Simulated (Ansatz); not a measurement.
PbS (Galena): equation of state with PBE

The system is PbS (Galena).

```
Pb S
1.0
     0.00000    2.96575    2.96575
     2.96575    0.00000    2.96575
     2.96575    2.96575    0.00000
Pb S
1 1
Direct
  0.00000 0.00000 0.00000
  0.50000 0.50000 0.50000
```

```json
{
  "Program": "Ansatz 0.2.0",
  "Task": "equation of state",
  "Functional": "PBE",
  "Potentials or basis": "Ansatz PAW accurate",
  "Cutoff": "700 eV",
  "Density cutoff": "2800 eV",
  "k mesh": "8 × 8 × 8",
  "Occupations": "fermi-dirac, width 0.05 eV",
  "Spin": "no spin polarisation"
}
```

The equilibrium volume is 27.13 Å³/atom, the bulk modulus is 53 GPa and the pressure derivative of the bulk modulus is 4.1.

Energy against volume, from the lowest point:
| volume (Å³/atom) | energy (meV/atom) |
| --- | --- |
| 24.521 | 49.38 |
| 25.042 | 30.52 |
| 25.564 | 16.59 |
| 26.086 | 7.13 |
| 26.607 | 1.73 |
| 27.129 | 0.00 |
| 27.651 | 1.58 |

All runs of the series together: 17 s on 2 threads of Arm Neoverse V1 (shared host).

Spin-orbit coupling is left out, which matters for the levels of Pb. PBE usually gives volumes a little too large and moduli too small.
